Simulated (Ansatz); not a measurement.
# TiO2 (P1) in Ansatz: reference runs

Reference runs on TiO2: the cell as given and a disturbed copy.

All numbers are computed with Ansatz 0.2.0; they aren't measurements. Logs are shortened: lines on timing, memory, paths and dates and some standing lists are left out, and cuts for length are marked.

## (1) The structure

The typed cell holds 9 atoms: a = 2.968 Å, b = 4.708 Å, c = 7.241 Å, α = 88.08°, β = 78.18°, γ = 90.00°.

The cell comes from a database or a generator and needn't be the stable form of this composition.

## (2) Single point, PBE

Input file input.yaml:

```yaml
crystal:
  lattice:
    - [2.9682645463, 0.0, 0.0]
    - [0.0002080834, 4.7076067549, 0.0]
    - [1.4835696211, 0.242353462, 7.0834647979]
  atoms:
    - { symbol: Ti, position: [0.00337187, 0.00038881, 0.00070319] }
    - { symbol: Ti, position: [0.34464021, 0.48025965, 0.31695987] }
    - { symbol: Ti, position: [0.66170814, 0.52047436, 0.68449636] }
    - { symbol: O, position: [0.44003816, 0.18543769, 0.1285388] }
    - { symbol: O, position: [0.77792634, 0.29772875, 0.45187807] }
    - { symbol: O, position: [0.10123624, 0.30895342, 0.80624322] }
    - { symbol: O, position: [0.90649721, 0.69183699, 0.19517157] }
    - { symbol: O, position: [0.22940715, 0.70300728, 0.54951473] }
    - { symbol: O, position: [0.56802567, 0.81530006, 0.87282718] }
kpoints:
  mp_grid: { grid: [9, 6, 4] }
scf:
  occupations: { method: fermi_dirac, width: 0.05 }
hamiltonian:
  xc: pbe
  pseudopotentials: { kind: all_electron, lapw: { basis_error: 0.001 } }
output:
  forces: true
  stress: true
  eigenvalues: true
  populations: true
```

Potentials or basis: all-electron LAPW, scalar-relativistic.

Launch:

```console
ansatz run input.yaml --threads 8 --pin off --max-ram 24576MiB --backend cpu --events-out ev --progress --plain --runs-dir out
```

Log:

```text
Warning: RAYON_NUM_THREADS=8 ignored (pool sized by the plan → 8); use --threads N
Ti: projections on atomic orbitals take those of the free atom 1s2 2s2 2p6 3s2 3p6 3d2 4s2, of charge +0.00 (hamiltonian.pseudopotentials.projection_atoms)
O: projections on atomic orbitals take those of the free atom 1s2 2s2 2p4, of charge +0.00 (hamiltonian.pseudopotentials.projection_atoms)
LAPW: plane waves up to 10.374 Å⁻¹, error target 1.0e-3 eV per atom; small_component_spin mean_spin; O in spheres of 0.906 Å, 8 of its electrons in bands, Dirac shells []; Ti in spheres of 1.041 Å, 20 of its electrons in bands, Dirac shells [] (how accurate: hamiltonian.pseudopotentials.lapw.basis_error, Limitations)
Engine: ansatz 0.2.0, x86_64-unknown-linux-gnu
Pseudopotentials: kind: all_electron
Pseudopotential: Ti, LAPW, valence charge 20, lapw/all_electron/scalar/gaussian/Ti, Koelling and Harmon's equation, gaussian nucleus
Pseudopotential: O, LAPW, valence charge 8, lapw/all_electron/scalar/gaussian/O, Koelling and Harmon's equation, gaussian nucleus
Functional definition: PBE
  parameter kappa = 0.804
  parameter beta = 0.06672455060314922
  exchange = pbe_x(kappa = kappa, mu = beta*pi^2/3)
  correlation = pbe_c(beta = beta)
Crystal: 9 atoms, lattice volume = 98.980 Å³
Basis set: ecut = 410.04623474443093 eV, 1859 PW (Γ), exchange–correlation at level 2
Bands: 65, of which v1, the nominal top of the filled ones, is band 54 counted from 1 (53 counted from 0)
Symmetry: 1 space group operations
Space group: P1 (ITA 1), of the structure as read, at distance tolerance 4.6e-5 Å
k-points: 110 of 216 (time reversal used)
Non-local potential: Ti, projectors of the file, none
Non-local potential: O, projectors of the file, none
Initial density: superposition of atomic densities (chi_scale 0.1, normalization cell, long waves kept (reshape's long-wave potential 0.11 eV rms))
Initial wavefunctions: plane waves of lowest kinetic energy (no species holds an atomic orbital)
Functional: x = pbe(κ = 0.804, μ = 0.2195149727645171), c = pbe(β = 0.06672455060314922)
iter 1 solved again at ethr=2.74e-2 eV; its pass at ethr=1.00e-1 eV (dr2=2.96e1 eV) is discarded
SCF iter   1: F=—  HF=-82016.427595 eV  |F-HF|=—  |Δ(HF+E_count)|=         —  Δρ=1.67e-1  dr2=2.96e1  ethr=2.74e-2  ⟨swp⟩=2.0  Hψ=46309  notcnv=0
preconditioner: auto → Resta (q_TF=auto, 2.768 Å⁻¹)  ε∞=3.4  [insulator: Δε(μ)=6.327 eV  Ē_g=19.440 eV  σ=0.050 eV  W_gap=1.00  n_scr=34 (ndim 8)  ℏωp=30.3 eV  f_vac=0.054  D(μ)=0.00/eV (n_scr^D=0)  ε∞_Penn≈3.4]
SCF iter   2: F=—  HF=-82008.522652 eV  |F-HF|=—  |Δ(HF+E_count)|=    7.90e0  Δρ=1.24e-1  dr2=1.96e1  ethr=2.74e-2  ⟨swp⟩=3.0  Hψ=22990  notcnv=0
preconditioner: auto → LDOS  [insulator: Δε(μ)=0.181 eV  Ē_g=8.288 eV  σ=0.050 eV  W_gap=0.67  n_scr=34 (ndim 8)  ℏωp=25.9 eV  f_vac=0.081  D(μ)=0.44/eV (n_scr^D=2)  ε∞_Penn≈10.7  β→1.0]
SCF iter   3: F=—  HF=-82003.188984 eV  |F-HF|=—  |Δ(HF+E_count)|=    5.33e0  Δρ=4.61e-2  dr2=2.69e0  ethr=1.82e-2  ⟨swp⟩=3.0  Hψ=22053  notcnv=0
iter 4 solved again at ethr=1.64e-4 eV; its pass at ethr=2.49e-3 eV (dr2=1.77e-1 eV) is discarded
SCF iter   4: F=—  HF=-82002.421866 eV  |F-HF|=—  |Δ(HF+E_count)|=         —  Δρ=1.18e-2  dr2=1.77e-1  ethr=1.64e-4  ⟨swp⟩=2.0  Hψ=38659  notcnv=0
the basis was enlarged: its passes take 817.0 KiB over the memory plan, 8 of 8 planned eigensolver slots
SCF iter   5: F=—  HF=-82002.624560 eV  |F-HF|=—  |Δ(HF+E_count)|=   2.03e-1  Δρ=1.88e-2  dr2=7.61e-1  ethr=1.64e-4  ⟨swp⟩=3.0  Hψ=25307  notcnv=0  recentre
SCF iter   6: F=—  HF=-82002.411720 eV  |F-HF|=—  |Δ(HF+E_count)|=   2.13e-1  Δρ=4.45e-3  dr2=3.17e-2  ethr=1.64e-4  ⟨swp⟩=3.0  Hψ=24596  notcnv=0
SCF iter   7: F=—  HF=-82002.402803 eV  |F-HF|=—  |Δ(HF+E_count)|=   8.92e-3  Δρ=2.04e-3  dr2=8.87e-3  ethr=2.94e-5  ⟨swp⟩=2.0  Hψ=22848  notcnv=0
SCF iter   8: F=—  HF=-82002.400798 eV  |F-HF|=—  |Δ(HF+E_count)|=   2.00e-3  Δρ=9.94e-4  dr2=1.37e-3  ethr=8.21e-6  ⟨swp⟩=2.0  Hψ=22351  notcnv=0
SCF iter   9: F=—  HF=-82002.400418 eV  |F-HF|=—  |Δ(HF+E_count)|=   3.80e-4  Δρ=1.33e-4  dr2=1.31e-5  ethr=1.27e-6  ⟨swp⟩=2.0  Hψ=22110  notcnv=0
SCF iter  10: F=—  HF=-82002.400407 eV  |F-HF|=—  |Δ(HF+E_count)|=   1.05e-5  Δρ=2.20e-5  dr2=3.53e-7  ethr=1.21e-8  ⟨swp⟩=3.0  Hψ=22980  notcnv=0
SCF iter  11: F=—  HF=-82002.400408 eV  |F-HF|=—  |Δ(HF+E_count)|=   6.55e-7  Δρ=1.60e-5  dr2=4.49e-7  ethr=3.27e-10  ⟨swp⟩=3.0  Hψ=24080  notcnv=0
SCF iter  12: F=-82002.400408 eV  HF=-82002.400408 eV  |F-HF|=3.29e-8  |Δ(HF+E_count)|=   1.14e-7  Δρ=4.11e-6  dr2=2.86e-8  ethr=3.27e-10  ⟨swp⟩=3.0  Hψ=22802  notcnv=0
SCF 1 converged in 12 iterations: F = -82002.400408 eV  dr2 = 2.86e-8
SCF converged after 12 iterations
Free energy (F): -82002.400408 eV
Harris-Foulkes:  -82002.400408 eV  (|F-HF|=3.29e-8)
Internal energy: -82002.400408 eV  (E = F + TS)
E sigma→0 (E₀):  -82002.400408 eV
Fermi energy:    9.326481 eV
--- Per-component energies (eV) ---
  E_band       = -17469.249385
  E_kinetic    = 82662.118719
  E_xc         = -4840.024493
  E_electrostatic = -159824.494634  (all electrons and nuclei)
  E_smearing   = -0.000000  (= −TS)
  E_closure    = 0.000000  (closes the sum)
  E_atoms      = -81925.284171  (free atoms, spherical and without spin; not in F)
  Σ components = -82002.400408   (vs F -82002.400408, Δ=0.00e0)
  Basis errors (estimates in eV, not in F): energy 4.6e-4 per atom: plane waves 4.1e-4 (2.5e-4 summed), levels above the bands 7.7e-43, relativity 4.9e-8, radial functions 4.4e-5, core shells 2.5e-12; eigenvalues (radial functions only) 1.4e-6; not estimated: angular momenta, meshes, grids; target (lapw.basis_error) 1.0e-3; muffin-tin radii O 0.906 Å, Ti 1.041 Å
--- Forces (eV/Å), atoms counted from 1 ---
  atom   1  Ti     0.00011065    -0.00185739     0.00213823
  atom   2  Ti     0.00356941     0.01956836     0.09297331
  atom   3  Ti     0.00105451    -0.01621591    -0.09680567
  atom   4  O     -0.00115113    -0.00773085     0.02923906
  atom   5  O      0.00758281    -0.12149193     0.01230265
  atom   6  O     -0.00239997    -0.04243681    -0.00863685
  atom   7  O     -0.00008224     0.04089150     0.00809807
  atom   8  O     -0.00387783     0.12043244    -0.01088114
  atom   9  O     -0.00480595     0.00883781    -0.02841173
  max |Σ_I F_I| component: 1.59e-5 eV/Å
--- Stress (GPa, compression-positive) ---
        3.273232      -0.017298       0.007842
       -0.017298       4.064668      -0.114090
        0.007842      -0.114090       3.661604
  P = ⅓ Tr σ = 3.6665 GPa (36.665 kbar)
--- Band table (eV; the first three rows and the last of 110) ---
  k-point 0: bands = ["-523.2301", "-523.0254", "-523.0249", "-496.0398", "-496.0396", "-495.9779", "-495.9777", "-495.9221", "-495.9205", "-430.4629", "-430.4583", "-430.4463", "-430.2590", "-430.2586", "-430.2518", "-430.2513", "-430.2499", "-430.2494", "-48.4694", "-48.3289", "-48.2952", "-24.7652", "-24.7609", "-24.6972", "-24.5829", "-24.5690", "-24.5310", "-24.4558", "-24.4336", "-24.3802", "-9.6794", "-8.7233", "-8.6268", "-8.1389", "-8.1020", "-7.7721", "3.2284", "3.4535", "3.7866", "3.9274", "4.5081", "4.6389", "4.9617", "4.9823", "5.0599", "5.6027", "6.1539", "6.5615", "6.6065", "7.2932", "7.7522", "7.8428", "7.9343", "8.1496", "10.4684", "10.8698", "11.0047", "11.1375", "11.3352", "11.3755", "11.6032", "11.9121", "12.7968", "13.4047", "14.1670"]
  k-point 1: bands = ["-523.2301", "-523.0254", "-523.0249", "-496.0398", "-496.0396", "-495.9779", "-495.9777", "-495.9221", "-495.9205", "-430.4629", "-430.4583", "-430.4463", "-430.2590", "-430.2586", "-430.2518", "-430.2513", "-430.2499", "-430.2494", "-48.4694", "-48.3291", "-48.2951", "-24.7880", "-24.7442", "-24.6811", "-24.5830", "-24.5829", "-24.5206", "-24.4623", "-24.4332", "-24.3805", "-9.5865", "-8.9768", "-8.5856", "-8.1065", "-7.9770", "-7.8041", "3.0564", "3.4689", "3.6761", "4.1799", "4.5164", "4.6086", "4.6308", "4.9603", "5.4586", "5.8289", "6.2402", "6.5251", "6.7874", "7.2783", "7.5699", "7.5838", "7.7246", "8.2079", "10.5524", "10.9653", "11.0102", "11.0360", "11.2514", "11.2963", "11.5801", "12.1281", "12.7816", "13.2790", "14.4508"]
  k-point 2: bands = ["-523.2301", "-523.0254", "-523.0249", "-496.0398", "-496.0396", "-495.9779", "-495.9777", "-495.9221", "-495.9205", "-430.4629", "-430.4583", "-430.4463", "-430.2590", "-430.2586", "-430.2518", "-430.2513", "-430.2499", "-430.2494", "-48.4694", "-48.3292", "-48.2950", "-24.7989", "-24.7380", "-24.6653", "-24.5943", "-24.5831", "-24.5134", "-24.4694", "-24.4327", "-24.3808", "-9.3570", "-9.2980", "-8.5890", "-8.0518", "-7.8749", "-7.8598", "2.8950", "3.4890", "3.8080", "4.1530", "4.3760", "4.5254", "4.6227", "4.9388", "5.8437", "6.2536", "6.4556", "6.5243", "6.5907", "7.0342", "7.3154", "7.3739", "7.9194", "8.0558", "10.6028", "10.8636", "11.0296", "11.1701", "11.2051", "11.3669", "11.3842", "12.3324", "12.7153", "13.2145", "14.6887"]
  k-point 109: bands = ["-523.2301", "-523.0254", "-523.0249", "-496.0398", "-496.0396", "-495.9779", "-495.9777", "-495.9221", "-495.9205", "-430.4629", "-430.4583", "-430.4463", "-430.2590", "-430.2586", "-430.2518", "-430.2513", "-430.2499", "-430.2494", "-48.4318", "-48.2774", "-48.2714", "-25.0055", "-24.8719", "-24.8654", "-24.6522", "-24.6400", "-24.5401", "-24.5121", "-24.4816", "-24.4794", "-8.6707", "-8.5842", "-8.3394", "-8.2162", "-8.0836", "-7.9580", "3.5525", "3.7216", "4.0965", "4.1967", "4.4290", "4.6552", "4.7395", "5.1025", "5.3520", "5.9002", "6.1189", "6.2537", "6.4253", "6.5453", "6.7754", "6.8786", "7.1575", "7.4327", "10.7643", "10.8745", "11.3453", "11.5359", "11.6486", "11.7509", "11.8796", "12.1626", "12.2713", "13.5565", "13.6179"]
--- Löwdin populations: 9 sites ---
  site symbol       q [e]
     0     Ti     20.5970
     1     Ti     20.6192
     2     Ti     20.6192
     3      O      8.6662
     4      O      8.6224
     5      O      8.6811
     6      O      8.6812
     7      O      8.6224
     8      O      8.6662
  spilling = 0.001974 (of n_electrons = 114.000000)
```

Wall time 2 min (8 threads of Intel Xeon Platinum 8488C (Sapphire Rapids), shared host); peak memory 2.2 GiB.

What came out:

```yaml
Free_energy: -82002.4004 eV
Pressure: 3.7 GPa
Largest_force: 0.122 eV/Å
Band_gap_on_the_k_mesh: 2.26 eV, indirect (least direct gap 2.32 eV)
Loewdin_charges: Ti +1.40, +1.38; O -0.67, -0.62, -0.68 e
```

Forces in eV/Å, atoms in the order of the input:
```
Ti   0.000 -0.002  0.002
Ti   0.004  0.020  0.093
Ti   0.001 -0.016 -0.097
O   -0.001 -0.008  0.029
O    0.008 -0.121  0.012
O   -0.002 -0.042 -0.009
O    0.000  0.041  0.008
O   -0.004  0.120 -0.011
O   -0.005  0.009 -0.028
```

Stress tensor (GPa, compression positive):
```
 3.27 -0.02  0.01
-0.02  4.06 -0.11
 0.01 -0.11  3.66
```

Caveat: an odd mesh through Γ misses points on the zone boundary, where band edges often lie. As with any semilocal functional, this PBE gap is likely too small.

## (3) Single point, PBE (atoms moved at random, drawn with an rms of 0.05 Å)

Input file input.yaml:

```yaml
crystal:
  lattice:
    - [2.9682645463, 0.0, 0.0]
    - [0.0002080834, 4.7076067549, 0.0]
    - [1.4835696211, 0.242353462, 7.0834647979]
  atoms:
    - { symbol: Ti, position: [0.008768, -0.001082, 0.008494] }
    - { symbol: Ti, position: [0.328052, 0.475639, 0.322406] }
    - { symbol: Ti, position: [0.668372, 0.512099, 0.685421] }
    - { symbol: O, position: [0.444806, 0.180801, 0.126101] }
    - { symbol: O, position: [0.785776, 0.300003, 0.453728] }
    - { symbol: O, position: [0.098167, 0.297792, 0.809749] }
    - { symbol: O, position: [0.918037, 0.696634, 0.205065] }
    - { symbol: O, position: [0.213398, 0.698286, 0.547028] }
    - { symbol: O, position: [0.559116, 0.813186, 0.873035] }
kpoints:
  mp_grid: { grid: [9, 6, 4] }
scf:
  occupations: { method: fermi_dirac, width: 0.05 }
hamiltonian:
  xc: pbe
  pseudopotentials: { kind: all_electron, lapw: { basis_error: 0.001 } }
output:
  forces: true
  stress: true
  eigenvalues: true
  populations: true
```

Potentials or basis: all-electron LAPW, scalar-relativistic.

Launch:

```console
ansatz run input.yaml --threads 8 --pin off --max-ram 24576MiB --backend cpu --events-out ev --progress --plain --runs-dir out
```

Wall time 2.4 min (8 threads of Intel Xeon Platinum 8488C (Sapphire Rapids), shared host); peak memory 2.3 GiB.

It converged, with:

- Free energy: -82002.2769 eV
- Pressure: 5.2 GPa
- Largest force: 1.122 eV/Å
- Band gap on the k mesh: 2.28 eV, indirect (least direct gap 2.29 eV)
- Loewdin charges: Ti +1.39, +1.37, +1.38; O -0.67, -0.61, -0.68 e

Forces on the atoms (eV/Å):
```
Ti   0.006 -0.565 -0.703
Ti   0.179  0.483 -0.529
Ti  -0.006  0.375  0.890
O   -0.037  0.540  0.685
O   -0.477 -1.014  0.056
O   -0.152  0.630 -0.602
O   -0.285 -0.197 -0.206
O    0.600  0.177  0.484
O    0.172 -0.428 -0.075
```

Stress tensor (GPa, compression positive):
```
 4.94  1.57 -0.53
 1.57  5.10 -0.19
-0.53 -0.19  5.52
```

Levels at points of the mesh, in eV from the valence-band top:
```tsv
k point	band 52	band 53	band 54	band 55	band 56	band 57
(0.00, 0.00, 0.00)	-0.47	-0.40	-0.01	2.28	2.61	2.75
(0.00, 0.00, -0.50)	-0.93	-0.38	-0.12	2.46	2.60	2.72
(0.00, -0.50, 0.00)	-1.04	-0.93	-0.87	2.47	2.58	2.72
(0.00, -0.50, -0.50)	-0.87	-0.77	-0.35	2.32	2.59	2.64
```

Caveat: an odd mesh through Γ misses points on the zone boundary, where band edges often lie.
